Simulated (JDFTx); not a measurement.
CuO (Tenorite):

```xyz
4
Lattice="2.3447 -1.7134 0.0000 2.3447 1.7134 0.0000 -0.8606 0.0000 5.0594" Properties=species:S:1:pos:R:3 pbc="T T T"
Cu    0.7420   -0.8457    2.5297
Cu    1.1723    0.8457    0.0000
O     1.6421    0.2841    3.8133
O     2.0724   -0.2841    1.2836
```

```yaml
Program: JDFTx 1.7.0 (patched build)
Task: single point
Functional: PBEsol
Potentials_or_basis: PseudoDojo-SR-PBEsol-0.4.1-standard with smoothed tails
Cutoff: 1252 eV
Density_cutoff: 10014 eV
k_mesh: 10 × 10 × 5
Occupations: fermi-dirac, width 0.05 eV
Spin: no spin polarisation
```

On this cell: pressure -2.9 GPa; largest force 0.765 eV/Å; band gap on the k mesh none (metal or under the smearing width).

The same run follows on a disturbed copy (atoms moved at random, drawn with an rms of 0.05 Å):

```
Cu O
1.0
     2.34465   -1.71340    0.00000
     2.34465    1.71340    0.00000
    -0.86055    0.00000    5.05944
Cu O
2 2
Direct
  0.50570 0.99000 0.49524
  0.01154 0.50101 0.99728
  0.40012 0.57752 0.76099
  0.57635 0.41408 0.25814
```

What changes?

The energy (extrapolated to zero smearing) moves by +18.9 meV/atom; pressure -2.1 GPa; largest force 1.565 eV/Å; band gap on the k mesh none (metal or under the smearing width).

Forces in eV/Å, atoms in the order of the input:
```
Cu  -0.205  0.228  0.819
Cu  -1.068  0.489  0.772
O    0.865 -0.844 -0.995
O    0.409  0.126 -0.597
```

Stress tensor (GPa, compression positive):
```
-2.09  0.01 -1.96
 0.01 -0.35  0.66
-1.96  0.66 -3.86
```

Caveats: the run has no spin polarisation, though such a crystal can be magnetic; semilocal functionals often make such compounds metallic where correlation or magnetic order opens a gap, which also shifts bond lengths.
